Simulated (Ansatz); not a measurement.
Crystal: TiSe.

```
CELL_PARAMETERS angstrom
3.55900 0.00000 0.00000
-1.77950 3.08218 0.00000
0.00000 0.00000 6.22000
ATOMIC_POSITIONS crystal
Se 0.66667 0.33333 0.75000
Se 0.33333 0.66667 0.25000
Ti 0.00000 0.00000 0.50000
Ti 0.00000 0.00000 0.00000
```

* Program: Ansatz 0.2.0
* Task: relaxation of cell and atoms
* Functional: PBEsol
* Potentials or basis: Ansatz PAW
* Cutoff: 420 eV (not typed: the program's choice for these potentials)
* k mesh: 9 × 9 × 5
* Occupations: fermi-dirac, width 0.05 eV
* Spin: no spin polarisation

At the start: volume 17.06 Å³/atom.

Question: How do energy, volume and symmetry change on relaxing?

Answer: It ends after 9 steps and the volume is 16.49 Å³/atom (-3.3 %); space group P6_3/mmc (No. 194, to 0.05 Å).

The path:
| step | energy change (eV) | largest force (eV/Å) | volume (Å³) |
| --- | --- | --- | --- |
| 1 | 0.0000 | 0.0000 | 68.23 |
| 2 | -0.1960 | 0.0000 | 67.27 |
| 3 | -0.2426 | 0.0000 | 65.00 |
| 4 | -0.2564 | 0.0000 | 66.04 |
| 5 | -0.2570 | 0.0000 | 65.95 |
| 6 | -0.2570 | 0.0000 | 65.95 |
| 7 | -0.2577 | 0.0000 | 65.95 |
| 8 | -0.2577 | 0.0000 | 65.97 |
| 9 | -0.2577 | 0.0000 | 65.97 |

Final structure:
```
Se Ti
1.0
     3.35900    0.00000    0.00000
    -1.67950    2.90898    0.00000
     0.00000    0.00000    6.75130
Se Ti
2 2
Direct
  0.66667 0.33333 0.75000
  0.33333 0.66667 0.25000
  0.00000 0.00000 0.50000
  0.00000 0.00000 0.00000
```

Caveat: the plane-wave basis is chosen anew once the cell has moved, so the energies of steps on either side of that aren't comparable; the PAW data sets come from PBE, with cores solved anew for the run's functional, which leaves a small shift of forces and pressure.
